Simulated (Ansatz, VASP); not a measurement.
## One calculation of Ge, 3 ways

The starting cell:

```xyz
2
Lattice="0.0000 2.8289 2.8289 2.8289 0.0000 2.8289 2.8289 2.8289 0.0000" Properties=species:S:1:pos:R:3 pbc="T T T"
Ge    4.2434    4.2434    4.2434
Ge    2.8289    2.8289    2.8289
```

Alike in all runs: task relaxation of cell and atoms; functional BLYP; dispersion D4; k mesh 8 × 8 × 8; occupations fermi-dirac, width 0.05 eV; no spin polarisation; no spin-orbit coupling.

```
                        program and potentials  plane-wave cutoff (eV)                                                 notes  equilibrium volume (Å³/atom)
                            Ansatz, Ansatz PAW                     420  potentials made for PBE, which Ansatz adapts in part                         23.60
Ansatz, all-electron LAPW, scalar-relativistic                       -                                                     -                         23.63
              VASP, PBE PAW files Ge_d, 600 eV                     600                               potentials made for PBE                         23.69
```

The equilibrium volume spans 23.60 (Ansatz, Ansatz PAW) to 23.69 Å³/atom (VASP, PBE PAW files Ge_d, 600 eV), with all-electron results at 23.63. Some sets were made for another functional than the one run, which can shift their rows. Relaxations stop with a little pressure left, so the last digit of a volume isn't settled.

Differences between rows come from potentials, basis sets and numerical settings, since the functional is the same but for its coding. Runs on potential files found faulty are left out.
